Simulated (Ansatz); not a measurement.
Runs of Ansatz 0.2.0 on HfN. Symmetry: Fm-3m, No. 225, cubic system. Conventional cell: a = 4.512 Å, b = 4.512 Å, c = 4.512 Å, α = 90.00°, β = 90.00°, γ = 90.00°. Hf (site symmetry m-3m) has 6 N at 2.26 Å as nearest neighbours. Around N (site symmetry m-3m) lie 6 Hf at 2.26 Å. 

| task | level | cell | k mesh | cutoff (eV) | mesh quality | gap on the mesh (eV) | pressure (GPa) | relaxed volume (Å³/atom) |
| --- | --- | --- | --- | --- | --- | --- | --- | --- |
| projected density of states | BLYP | as given | 6 × 6 × 6 | 420 | coarse | none | 15.2 | - |
| projected density of states | HSE06 | as given | 6 × 6 × 6 | 420 | coarse | none | (a) | - |
| projected density of states | r2SCAN0 | as given | 6 × 6 × 6 | 500 | coarse | none | -0.2 | - |
| projected density of states | PBE | as given | 6 × 6 × 6 | 420 | coarse | none | 6.4 | - |
| relaxation of cell and atoms | r2SCAN | relaxed | 10 × 10 × 10 | 500 | not flagged | none | 0.0 | 11.59 |
| projected density of states | RPBE | as given | 6 × 6 × 6 | 420 | coarse | none | (c) | - |
| projected density of states | r2SCAN | as given | 6 × 6 × 6 | 500 | coarse | none | 2.4 | - |
| relaxation of cell and atoms | r2SCAN+D3(BJ) | relaxed | 10 × 10 × 10 | 500 | not flagged | none | 0.0 | 11.48 |
| projected density of states | LDA | as given | 6 × 6 × 6 | 420 | coarse | none | (b) | - |
| projected density of states | PBE0 | as given | 6 × 6 × 6 | 420 | coarse | none | 1.6 | - |
| relaxation of cell and atoms | r2SCAN+rVV10 | relaxed | 10 × 10 × 10 | 500 | not flagged | none | 0.0 | 11.51 |
| projected density of states | PBEsol | as given | 6 × 6 × 6 | 420 | coarse | none | -2.1 | - |

Alike in all rows: potentials or basis Ansatz PAW; no spin polarisation; smearing fermi-dirac 0.05 eV.

Question: Estimate the missing entries.

Answer: (a) 1.5; (b) -8.4; (c) 11.1.

Caveats: some runs use coarse meshes; the PAW data sets come from PBE, with cores solved anew for the run's functional, which leaves a small shift of forces and pressure (some runs); the density of states is complete only up to the lowest level of the last band computed (some runs); the thresholds are loose for stress (some runs); the plane-wave basis is chosen anew once the cell has moved, so the energies of steps on either side of that aren't comparable (some runs); pairwise dispersion overbinds metals, which lowers pressure and volume (some runs); the dispersion damping was fitted for another functional or another form of the correction (some runs).

A k mesh can miss the band edges, and the runs leave out spin-orbit coupling on Hf.

A gap of «none» marks a metal or a gap under the smearing width.
